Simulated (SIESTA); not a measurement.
Runs of SIESTA 5.4.2 on Pd. It takes space group Im-3m (No. 229, cubic). The conventional cell has a = 3.145 Å, b = 3.145 Å, c = 3.145 Å, α = 90.00°, β = 90.00°, γ = 90.00°. Pd (site symmetry m-3m) has 8 Pd at 2.72 Å as nearest neighbours. This isn't the form of Pd at room conditions, which is fcc.

| potentials or basis | gap on the mesh (eV) | pressure (GPa) |
| --- | --- | --- |
| PseudoDojo 0.4 standard (PBEsol files), SZ (energy shift 0.003 Ry) | none | -4.8 |
| PseudoDojo 0.4 standard (PBEsol files), SZP (energy shift 0.003 Ry) | none | -12.7 |
| PseudoDojo 0.4 standard (PBEsol files), TZP (energy shift 0.003 Ry; two zetas on semicore shells) | none | -9.1 |
| PseudoDojo 0.4 standard (PBEsol files), DZ (energy shift 0.003 Ry; two zetas on semicore shells) | none | (a) |
| PseudoDojo 0.4 standard (PBEsol files), TZDP (energy shift 0.003 Ry; two zetas on semicore shells) | none | -9.1 |

Alike in all rows: task band structure; level PBEsol; no spin polarisation; cell as given; k mesh 12 × 12 × 12; smearing fermi-dirac 0.05 eV; grid cutoff 800 Ry; energy shift 0.003 Ry.

Task: Estimate the missing entries.

Result: (a) -10.8.

Caveats: the basis of atomic orbitals isn't converged, which shifts pressures, moduli and gaps; the basis has no polarisation orbitals (some runs).

A k mesh can miss the band edges, and the runs leave out spin-orbit coupling on Pd.

A gap of «none» marks a metal or a gap under the smearing width.
